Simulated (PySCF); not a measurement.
A species of formula C7H8O has this rotational fingerprint, computed with PBE0-D3(BJ)/def2-TZVP geometry optimisation, gas phase (PySCF 2.14.0):

```
Rotational constants : A = 5567, B = 1472, C = 1172 MHz
Dipole components    : |μa| = 0.28 D, |μb| = 1.34 D, |μc| = 0.02 D
Inertial defect      : -3.13 u·Å²
κ                    : -0.86
```

Question: Which candidate fits, each taken in the one conformer that was computed?
A. `[CH3:1][c:2]1[cH:3][cH:4][c:5]([OH:6])[cH:7][cH:8]1` with C4–C5–O6–H 0°
B. `[CH3:1][c:2]1[cH:3][cH:4][cH:5][c:6]([OH:7])[cH:8]1` with C5–C6–O7–H 179° (m-cresol)
C. `[CH3:1][c:2]1[cH:3][cH:4][cH:5][cH:6][c:7]1[OH:8]` with C6–C7–O8–H 180° (o-cresol)
D. `[CH3:1][O:2][c:3]1[cH:4][cH:5][cH:6][cH:7][cH:8]1` with C1–O2–C3–C4 -179° (anisole)
E. `[OH:1][CH2:2][c:3]1[cH:4][cH:5][cH:6][cH:7][cH:8]1` with H–O1–C2–C3 -55°, O1–C2–C3–C4 -37°

Answer: A. It is Cc1ccc(O)cc1, an asymmetric top. The candidates at the same level (rigid rotor, commonest isotopes):

```json
{"SMILES": "Cc1cccc(O)c1", "A (MHz)": "3706", "B (MHz)": "1814", "C (MHz)": "1227", "μa (D)": "0.98", "μb (D)": "1.32", "μc (D)": "0.06", "Δ (u·Å²)": "-3.14", "point group": "–", "rotor": "asymmetric top"}
{"SMILES": "Cc1ccc(O)cc1", "A (MHz)": "5567", "B (MHz)": "1472", "C (MHz)": "1172", "μa (D)": "0.28", "μb (D)": "1.34", "μc (D)": "0.02", "Δ (u·Å²)": "-3.13", "point group": "–", "rotor": "asymmetric top"}
{"SMILES": "COc1ccccc1", "A (MHz)": "5094", "B (MHz)": "1589", "C (MHz)": "1221", "μa (D)": "0.79", "μb (D)": "1.01", "μc (D)": "0.00", "Δ (u·Å²)": "-3.22", "point group": "Cs", "rotor": "asymmetric top"}
{"SMILES": "OCc1ccccc1", "A (MHz)": "4892", "B (MHz)": "1490", "C (MHz)": "1181", "μa (D)": "1.09", "μb (D)": "0.67", "μc (D)": "0.71", "Δ (u·Å²)": "-14.60", "point group": "C1", "rotor": "asymmetric top"}
{"SMILES": "Cc1ccccc1O", "A (MHz)": "3297", "B (MHz)": "2224", "C (MHz)": "1339", "μa (D)": "1.07", "μb (D)": "1.34", "μc (D)": "0.00", "Δ (u·Å²)": "-3.16", "point group": "–", "rotor": "asymmetric top"}
```

`Cc1ccccc1O` has B 51 % too high; `OCc1ccccc1` has A 12 % too low; `COc1ccccc1` has A 8 % too low; `Cc1cccc(O)c1` has A 33 % too low. No structure here is proved a minimum.
